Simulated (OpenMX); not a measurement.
Al2Au:

```xyz
3
Lattice="0.0000 3.0000 3.0000 3.0000 0.0000 3.0000 3.0000 3.0000 0.0000" Properties=species:S:1:pos:R:3 pbc="T T T"
Au    0.0000    0.0000    0.0000
Al    4.5000    4.5000    4.5000
Al    1.5000    1.5000    1.5000
```

Base run:

* Program: OpenMX 3.8.5
* Functional: PBE
* Potentials or basis: OpenMX 2013 PBE set, Au7.0-s3p2d2, Al7.0-s2p1d1, grid cutoff 400 Ry
* k mesh: 7 × 7 × 7
* Occupations: fermi-dirac, width 0.05 eV
* Spin: no spin polarisation

Its results: pressure 5.8 GPa.

Task: The run is repeated on the same cell with these changes: potentials or basis from OpenMX 2013 PBE set, Au7.0-s3p2d2, Al7.0-s2p1d1, grid cutoff 400 Ry to OpenMX 2013 PBE set, Au7.0-s3p2d2f1, Al7.0-s2p2d1, grid cutoff 400 Ry. What comes out?

Result: Pressure 3.6 GPa.

Caveats: the basis of atomic orbitals isn't converged, which shifts pressures, moduli and gaps.
